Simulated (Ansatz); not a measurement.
**Strain response of CoPtO2**

All numbers below come from DFT PBE, scalar-relativistic, plane waves, PAW in Ansatz 0.2.0. (420 eV cutoff, 12×12×2 k-mesh, Gaussian smearing of 0.10 eV, no spin polarisation)

Reference structure (relaxed):

```
Co Pt O
1.0
     2.85479    0.00000    0.00000
    -1.42739    2.47232    0.00000
     0.00000    0.00000   17.88325
Co Pt O
3 3 6
Cartesian
  1.4274 0.8241 14.9027
  0.0000 1.6482 2.9805
  0.0000 0.0000 8.9416
  0.0000 0.0000 0.0000
  1.4274 0.8241 5.9611
  0.0000 1.6482 11.9222
  0.0000 0.0000 15.8741
  0.0000 1.6482 13.9313
  1.4274 0.8241 3.9520
  0.0000 0.0000 2.0091
  0.0000 1.6482 9.9130
  1.4274 0.8241 7.9702
```

Deformation: biaxial strain in the a-b plane, with the length and tilt of c and the atoms relaxed, all within the symmetry that the strain leaves. Energies are extrapolated to zero smearing. On this cell's mesh the reference holds a stress of up to 1.16 GPa.

A cell with an odd number of electrons and no spin polarisation is a metal by construction and may be lower with spin. Spin–orbit coupling is left out, which can shift energies with elements as heavy as these.

Give the structure at +6.0 %.

```
Co Pt O
1.0
     3.02608    0.00000    0.00000
    -1.51304    2.62066    0.00000
     0.00000    0.00000   17.40205
Co Pt O
3 3 6
Direct
  0.66667 0.33333 0.83333
  0.33333 0.66667 0.16667
  0.00000 0.00000 0.50000
  0.00000 0.00000 0.00000
  0.66667 0.33333 0.33333
  0.33333 0.66667 0.66667
  0.00000 0.00000 0.88532
  0.33333 0.66667 0.78135
  0.66667 0.33333 0.21865
  0.00000 0.00000 0.11468
  0.33333 0.66667 0.55198
  0.66667 0.33333 0.44802
```
Space group R-3m (166), 81.7 meV/atom over the relaxed crystal.